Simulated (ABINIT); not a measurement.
The system is I.

```
I
1.0
     3.63503   -2.39502    0.00000
     3.63503    2.39502    0.00000
     0.00000    0.00000    9.79344
I
4
Cartesian
  3.6350 -0.7152 3.7646
  3.6350 1.6799 1.1321
  3.6350 0.7152 6.0288
  3.6350 -1.6799 8.6613
```

Base run:

- Program: ABINIT 10.8.3 (patched build)
- Functional: RPBE
- Potentials or basis: JTH PAW PBE v2.0
- Cutoff: 408 eV
- k mesh: 7 × 7 × 3
- Occupations: fermi-dirac, width 0.05 eV
- Spin: no spin polarisation

Its results: band gap on the k mesh 1.36 eV, indirect (least direct gap 1.45 eV); pressure 3.3 GPa; largest force 0.973 eV/Å.

Question: After a change of settings the same cell gave: band gap on the k mesh 1.25 eV, indirect (least direct gap 1.33 eV); pressure 0.3 GPa; largest force 0.972 eV/Å. Which change was it?
A. functional from RPBE to HCTH407
B. functional from RPBE to LDA; potentials or basis from JTH PAW PBE v2.0 to JTH PAW LDA v2.0
C. functional from RPBE to WC
D. functional from RPBE to BLYP

Answer: C.

WC binds more tightly than RPBE, so the same cell stands under less pressure.

Caveats: the PAW data sets were made with another functional, which shifts forces and pressure a little; spin-orbit coupling is left out, which moves the levels of the heavy elements.

Not every run made on this cell is shown here.
